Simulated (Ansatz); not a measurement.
Runs of Ansatz 0.2.0 on TiSi2. Symmetry: Immm, No. 71, orthorhombic system. Conventional cell: a = 2.946 Å, b = 3.424 Å, c = 8.424 Å, α = 90.00°, β = 90.00°, γ = 90.00°. Ti (site symmetry mmm) is surrounded by 10 Si at 2.67 to 2.78 Å and 2 Ti at 2.95 Å. Around Si (site symmetry mm2) lie 7 Si at 2.63 to 2.95 Å and 5 Ti at 2.67 to 2.78 Å. The cell comes from a database or a generator and needn't be the stable form of this composition.

```csv
level,gap on the mesh (eV),pressure (GPa),relaxed volume (Å³/atom)
PBE+D3(BJ),none,0.0,13.57
PBE+D4,none,0.0,(a)
PBE+D3(BJ)-ATM,none,0.0,13.67
PBE,none,0.0,14.20
```

Alike in all rows: task relaxation of cell and atoms; potentials or basis Ansatz PAW; no spin polarisation; cell relaxed; k mesh 12 × 12 × 12; cutoff (eV) 420; smearing fermi-dirac 0.05 eV.

Task: Fill in the values left out.

Result: (a) 13.76.

Caveats: the plane-wave basis is chosen anew once the cell has moved, so the energies of steps on either side of that aren't comparable; pairwise dispersion overbinds metals, which lowers pressure and volume (some runs).

A gap of «none» marks a metal or a gap under the smearing width.
